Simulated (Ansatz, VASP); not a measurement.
One calculation of NiSb, two programs

INCAR

```
SYSTEM = NiSb
PREC = Accurate
ENCUT = 520
EDIFF = 1E-7
ISMEAR = 0
SIGMA = 0.1
LREAL = .False.
LASPH = .True.
NELM = 100
ALGO = Normal
ISIF = 2
LWAVE = .False.
LCHARG = .False.
GGA = PE
NBANDS = 23
```

Contents of KPOINTS:

```
Automatic mesh
0
Gamma
  6 6 4
  0 0 0
```

File POSCAR:

```
NiSb
1.0
    3.9399999606      0.0000000000      0.0000000000
   -1.9699999803      3.4121400568      0.0000000000
    0.0000000000      0.0000000000      5.1400000000
Ni Sb
2 2
Direct
    0.0000000000      0.0000000000      0.0000000000
    0.0000000000      0.0000000000      0.5000000000
    0.3333333333      0.6666666667      0.2500000000
    0.6666666667      0.3333333333      0.7500000000
```

Input for Ansatz:

```yaml
crystal:
  lattice:
    - [3.9399999606, 0.0, 0.0]
    - [-1.9699999803, 3.4121400568, 0.0]
    - [0.0, 0.0, 5.14]
  atoms:
    - { symbol: Ni, position: [0.0, 0.0, 0.0] }
    - { symbol: Ni, position: [0.0, 0.0, 0.5] }
    - { symbol: Sb, position: [0.3333333333, 0.6666666667, 0.25] }
    - { symbol: Sb, position: [0.6666666667, 0.3333333333, 0.75] }
basis:
  ecutwfc: 420
kpoints:
  mp_grid: { grid: [6, 6, 4] }
hamiltonian:
  xc: pbe
scf:
  occupations: { method: gaussian, width: 0.1 }
  algorithm: direct_min
  max_iter: 53
output:
  forces: true
  stress: true
  eigenvalues: true
```

Alike in both runs: task single point; functional PBE; k mesh 6 × 6 × 4; occupations gaussian, width 0.1 eV; no spin polarisation.

```csv
,VASP,Ansatz
version,VASP 6.6.1,Ansatz 0.2.0
potentials or method,"VASP PAW PBE potentials, release 64 (Ni, Sb)","scalar-relativistic, plane waves, PAW"
plane-wave cutoff (eV),520,420
valence electrons in the cell,30,66
```

|  | VASP | Ansatz | Ansatz less VASP |
| --- | --- | --- | --- |
| gap on the k mesh at the Fermi level (eV) | none | none | - |
| pressure (GPa) | 2.5 | 2.7 | +0.16 |
| largest component of the traceless stress (GPa) | 0.29 | 0.21 | -0.071 |

A gap of «none» marks a metal or a gap that the smearing closes. The functional is the same, so the differences come from potentials, cutoffs and numerics. The two sets of potentials don't hold the same shells in valence.

Spin-orbit coupling is left out, which matters for the levels of Sb. Spin polarisation is off, so any magnetic state and its effect on volume and gap are missing.
